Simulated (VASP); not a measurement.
# Mo in VASP: work function with PBEsol

Aim: the work function of Mo with PBEsol.

Everything below comes from runs of VASP 6.6.1. Logs are shortened: lines on timing, memory, paths and dates and some standing lists are left out, and cuts for length are marked.

### Step 1. Starting point

The cell holds a slab with vacuum, 4 atoms: a = 3.095 Å, b = 3.095 Å, c = 25.509 Å, α = 90.00°, β = 90.00°, γ = 90.00°.

The cell was built by a generator and needn't be a form met in nature.

### Step 2. Work function, PBEsol

INCAR reads:

```
  ALGO = Fast
  DIPOL = 0.5 0.5 0.500
  EDIFF = 1E-6
  ENCUT = 520
  GGA = PS
  IDIPOL = 3
  ISIF = 2
  ISMEAR = 1
  KPAR = 2
  LASPH = T
  LCHARG = T
  LDIPOL = T
  LREAL = F
  LVACPOTAV = T
  LVHAR = T
  LWAVE = F
  NELM = 60
  PREC = Accurate
  SIGMA = 0.1
```

KPOINTS reads:

```
k-points
0
Gamma
  11 11 1
```

POSCAR reads:

```
Mo                                      
1.0
    3.0953599700      0.0000000000      0.0000000000
    0.0000000000      3.0953599700      0.0000000000
    0.0000000000      0.0000000000     25.5093316900
  Mo            
     4
Direct
     1.0000000000000000    0.0000000000000000    0.4129915617418670
     0.5000000000000000    0.5000000000000000    0.4669305930815299
     0.0000000000000000    0.0000000000000000    0.5330654869184653
     0.5000000000000000    0.5000000000000000    0.5870084382581330
```

Potentials or basis: VASP PAW PBE potentials, release 64 (Mo_sv).

The run is started by

```
> cat potpaw_PBE.64/Mo_sv/POTCAR > POTCAR
> mpirun -np 2 vasp_std > vasp.out
```

OUTCAR:

```text
EDIFF = 1E-6
   ENCUT = 520
   GGA = PS
   ISIF = 2
   ISMEAR = 1
   LASPH = T
   LREAL = F
   NELM = 60
   PREC = Accurate

 ion  position               nearest neighbor table
   1  0.000  0.000  0.413-   2 2.59   2 2.59   2 2.59   2 2.59   3 3.06
   2  0.500  0.500  0.467-   1 2.59   1 2.59   1 2.59   1 2.59   3 2.76   3 2.76   3 2.76   3 2.76
                             4 3.06
   3  0.000  0.000  0.533-   4 2.59   4 2.59   4 2.59   4 2.59   2 2.76   2 2.76   2 2.76   2 2.76
                             1 3.06
   4  0.500  0.500  0.587-   3 2.59   3 2.59   3 2.59   3 2.59   2 3.06

  LATTYP: Found a simple tetragonal cell.
 ALAT       =     3.0953599700
 C/A-ratio  =     8.2411518974

  Lattice vectors:

 A1 = (   3.0953599700,   0.0000000000,   0.0000000000)
 A2 = (   0.0000000000,   3.0953599700,   0.0000000000)
 A3 = (   0.0000000000,   0.0000000000,  25.5093316900)

Analysis of symmetry for initial positions (statically):
=====================================================================
 Subroutine PRICEL returns:
 Original cell was already a primitive cell.

 Routine SETGRP: Setting up the symmetry group for a
 simple tetragonal supercell.

 Subroutine GETGRP returns: Found 16 space group operations
 (whereof  8 operations were pure point group operations)
 out of a pool of 16 trial point group operations.

The static configuration has the point symmetry C_4v.
 The point group associated with its full space group is D_4h.

Analysis of symmetry for dynamics (positions and initial velocities):
=====================================================================
 Subroutine PRICEL returns:
 Original cell was already a primitive cell.

 Routine SETGRP: Setting up the symmetry group for a
 simple tetragonal supercell.

 Subroutine GETGRP returns: Found 16 space group operations
 (whereof  8 operations were pure point group operations)
 out of a pool of 16 trial point group operations.

The dynamic configuration has the point symmetry C_4v.
 The point group associated with its full space group is D_4h.

 Subroutine INISYM returns: Found 16 space group operations
 (whereof  8 operations are pure point group operations),
 and found     1 'primitive' translations

----------------------------------------------------------------------------------------

                                     Primitive cell

  volume of cell :     244.4114

  direct lattice vectors                    reciprocal lattice vectors
     3.095359970  0.000000000  0.000000000     0.323064202  0.000000000  0.000000000
     0.000000000  3.095359970  0.000000000     0.000000000  0.323064202  0.000000000
     0.000000000  0.000000000 25.509331690     0.000000000  0.000000000  0.039201341

  length of vectors
     3.095359970  3.095359970 25.509331690     0.323064202  0.323064202  0.039201341

  position of ions in fractional coordinates (direct lattice)
     0.000000000  0.000000000  0.412991562
     0.500000000  0.500000000  0.466930593
     0.000000000  0.000000000  0.533065487
     0.500000000  0.500000000  0.587008438

  ion indices of the primitive-cell ions
   primitive index   ion index
                 1           1
                 2           2
                 3           3
                 4           4

----------------------------------------------------------------------------------------

 KPOINTS: k-points

Automatic generation of k-mesh.
 Grid dimensions read from file:
 generate k-points for:   11   11    1

 Generating k-lattice:

  Cartesian coordinates                     Fractional coordinates (reciprocal lattice)
     0.029369473  0.000000000  0.000000000     0.090909091  0.000000000  0.000000000
     0.000000000  0.029369473  0.000000000     0.000000000  0.090909091  0.000000000
     0.000000000  0.000000000  0.039201341     0.000000000  0.000000000  1.000000000

  Length of vectors
     0.029369473  0.029369473  0.039201341

  Shift w.r.t. Gamma in fractional coordinates (k-lattice)
     0.000000000  0.000000000  0.000000000

 Subroutine IBZKPT returns following result:
 ===========================================

 Found     21 irreducible k-points:

 Following reciprocal coordinates:
            Coordinates               Weight
  0.000000  0.000000  0.000000      1.000000
  0.090909  0.000000  0.000000      4.000000
  0.181818  0.000000  0.000000      4.000000
  0.272727  0.000000  0.000000      4.000000
  0.363636  0.000000  0.000000      4.000000
  0.454545  0.000000  0.000000      4.000000
[... 13 lines left out ...]
  0.454545  0.363636  0.000000      8.000000
  0.454545  0.454545  0.000000      4.000000
   k-points           NKPTS =     21   k-points in BZ     NKDIM =     21   number of bands    NBANDS=     33
   number of dos      NEDOS =    301   number of ions     NIONS =      4
   total plane-waves  NPLWV = 110592
   dimension x,y,z NGX =    24 NGY =   24 NGZ =  192
   dimension x,y,z NGXF=    48 NGYF=   48 NGZF=  384
   ions per type =               4
   NGX,Y,Z   is equivalent  to a cutoff of  12.89, 12.89, 12.51 a.u.
   NGXF,Y,Z  is equivalent  to a cutoff of  25.78, 25.78, 25.03 a.u.
 SYSTEM =  unknown system
   PREC   = accura    normal or accurate (medium, high low for compatibility)
   ISTART =      0    job   : 0-new  1-cont  2-samecut
   ICHARG =      2    charge: 1-file 2-atom 10-const
   ISPIN  =      1    spin polarized calculation?
   LNONCOLLINEAR =      F non collinear calculations
   LSORBIT =      F    spin-orbit coupling
   LASPH  =      T    aspherical Exc in radial PAW
   ENCUT  =  520.0 eV  38.22 Ry    6.18 a.u.   5.76  5.76 47.43*2*pi/ulx,y,z
   NELM   =     60;   NELMIN=  2; NELMDL= -5     # of ELM steps
   EDIFF  = 0.1E-05   stopping-criterion for ELM
   LREAL  =      F    real-space projection
   EDIFFG = 0.1E-04   stopping-criterion for IOM
   NSW    =      0    number of steps for IOM
   IBRION =     -1    ionic relax: 0-MD 1-quasi-New 2-CG
   NFREE  =      0    steps in history (QN), initial steepest desc. (CG)
   ISIF   =      2    stress and relaxation
   ISYM   =      2    0-nonsym 1-usesym 2-fastsym
   POTIM  = 0.5000    time-step for ionic-motion
   TEBEG  =    0.0;   TEEND  =   0.0 temperature during run
   PSTRESS=    0.0 pullay stress
   NELECT =      56.0000    total number of electrons
   NUPDOWN=      -1.0000    fix difference up-down
   EMIN   =  10.00;   EMAX   =-10.00  energy-range for DOS
   EFERMI =   0.00;   METHOD = LEGACY
   ISMEAR =     1;   SIGMA  =   0.10  broadening in eV -4-tet -1-fermi 0-gaus
   EFERMI_NEDOS =   21; number of points for ismear=-14 and -15
   IALGO  =     68    algorithm
   IMIX   =      4    mixing-type and parameters
     AMIX     =   0.40;   BMIX     =  1.00
     AMIX_MAG =   1.60;   BMIX_MAG =  1.00
  volume/ion in A,a.u.               =      61.10       412.34
  Fermi-wavevector in a.u.,A,eV,Ry     =   1.001760  1.893052 13.653762  1.003523
  Thomas-Fermi vector in A             =   2.134203
   LORBIT       =      0    0 simple, 1 ext, 2 COOP (PROOUT), +10 PAW based schemes
   GGA     = PS    functional components
   LHFCALC =     F    Hartree Fock is set to
   AEXX    =    0.0000 exact exchange contribution
   IVDW    =     0    specifies the selected vdW correction
   LEPSILON=     F    determine dielectric tensor
   LRPA    =     F    only Hartree local field effects (RPA)
 non-spin polarized calculation
 RMM-DIIS sequential band-by-band and
 Methfessel and Paxton  Order N= 1 SIGMA  =   0.10
  energy-cutoff  :      520.00
  volume of cell :      244.41
 maximum number of plane-waves:      6612
 NGX is ok and might be reduce to    24
   NGX = 11   NGY = 11   NGZ = 95

 number of electron      55.9999986 magnetization

 dipolmoment           0.000000      0.000000      0.001154 electrons x Angstroem

 Free energy of the ion-electron system (eV)
  ---------------------------------------------------
  ext. energy  EPLUGINS =         0.00000000
  ---------------------------------------------------
  free energy    TOTEN  =       -42.84651585 eV

  energy without entropy =      -42.84778219  energy(sigma->0) =      -42.84693796

 E-fermi :   0.2438     XC(G=0):  -4.2469

 val. band max:        0.2306162549   @ k =   0.0909   0.0000   0.0000
 cond. band min:       0.2772918997   @ k =   0.4545   0.0909   0.0000
 fundamental gap:      0.0466756448
 Fermi energy:         0.2437563719

 k-point     1 :       0.0000    0.0000    0.0000
  band No.  band energies     occupation
      1     -60.5506      2.00000
      2     -60.3849      2.00000
      3     -59.9839      2.00000
      4     -59.9460      2.00000
      5     -34.8648      2.00000
      6     -34.8040      2.00000
[... 25 lines left out ...]
     32       1.3312     -0.00000
     33       1.3327     -0.00000

 k-point     2 :       0.0909    0.0000    0.0000
  band No.  band energies     occupation
      1     -60.5393      2.00000
      2     -60.3782      2.00000
      3     -59.9875      2.00000
      4     -59.9526      2.00000
      5     -34.8941      2.00000
      6     -34.8709      2.00000
[... 25 lines left out ...]
     32       1.6210     -0.00000
     33       1.6629     -0.00000

 k-point     3 :       0.1818    0.0000    0.0000
  band No.  band energies     occupation
      1     -60.5070      2.00000
      2     -60.3599      2.00000
      3     -59.9987      2.00000
      4     -59.9713      2.00000
      5     -34.9870      2.00000
      6     -34.9846      2.00000
[... 25 lines left out ...]
     32       1.2501     -0.00000
     33       2.3260      0.00000

 k-point     4 :       0.2727    0.0000    0.0000
  band No.  band energies     occupation
      1     -60.4587      2.00000
      2     -60.3358      2.00000
      3     -60.0176      2.00000
      4     -59.9975      2.00000
      5     -35.1059      2.00000
      6     -35.0968      2.00000
[... 565 lines left out ...]
     32       2.2160     -0.00000
     33       2.7294      0.00000

 k-point    20 :       0.4545    0.3636    0.0000
  band No.  band energies     occupation
      1     -60.3173      2.00000
      2     -60.3009      2.00000
      3     -60.0401      2.00000
      4     -60.0201      2.00000
      5     -35.2482      2.00000
      6     -35.2146      2.00000
[... 25 lines left out ...]
     32       2.3453      0.00000
     33       2.6278      0.00000

 k-point    21 :       0.4545    0.4545    0.0000
  band No.  band energies     occupation
      1     -60.3097      2.00000
      2     -60.2990      2.00000
      3     -60.0364      2.00000
      4     -60.0164      2.00000
      5     -35.2944      2.00000
      6     -35.2825      2.00000
[... 25 lines left out ...]
     32       2.7361      0.00000
     33       3.1008      0.00000

------------------------ aborting loop because EDIFF is reached ----------------------------------------

  FORCE on cell =-STRESS in cart. coord.  units (eV):
  Direction    XX          YY          ZZ          XY          YZ          ZX
  --------------------------------------------------------------------------------------
  -------------------------------------------------------------------------------------
  Total       -1.6234142     -1.6234142     -0.0273058      0.0000000      0.0000000      0.0000000
  in kB      -10.6418842    -10.6418842     -0.1789965      0.0000000      0.0000000      0.0000000
  external PRESSURE =      -7.1542550 kB  Pullay stress =       0.0000000 kB

 VOLUME and BASIS-vectors are now :
 -----------------------------------------------------------------------------
  energy-cutoff  :      520.00
  volume of cell :      244.41
      direct lattice vectors                 reciprocal lattice vectors
     3.095359970  0.000000000  0.000000000     0.323064202  0.000000000  0.000000000
     0.000000000  3.095359970  0.000000000     0.000000000  0.323064202  0.000000000
     0.000000000  0.000000000 25.509331690     0.000000000  0.000000000  0.039201341

 POSITION                                       TOTAL-FORCE (eV/Angst)
 -----------------------------------------------------------------------------------
      0.00000      0.00000     10.53514        -0.000000     -0.000000     -0.000759
      1.54768      1.54768     11.91109         0.000000      0.000000      0.000260
      0.00000      0.00000     13.59814        -0.000000      0.000000     -0.000260
      1.54768      1.54768     14.97419         0.000000      0.000000      0.000759
 -----------------------------------------------------------------------------------
    total drift:                                0.000000      0.000000      0.368697

  FREE ENERGIE OF THE ION-ELECTRON SYSTEM (eV)
  ---------------------------------------------------
  free  energy   TOTEN  =       -42.8465158463 eV

  energy  without entropy=      -42.8477821888  energy(sigma->0) =      -42.84693796

 vacuum level on the upper side and lower side of the slab         4.191         4.169
```

It took 72 s on 2 MPI ranks of Intel Xeon 6975P-C (Granite Rapids), shared host; peak memory 0.38 GiB.

What came out:

```yaml
Free_energy: -42.8465 eV
Band_gap_on_the_k_mesh: none (metal or under the smearing width)
Work_function_of_the_upper_face: 3.95 eV
Work_function_of_the_lower_face: 3.93 eV
```

Caveat: the PAW data sets were made with another functional, which shifts forces and pressure a little.
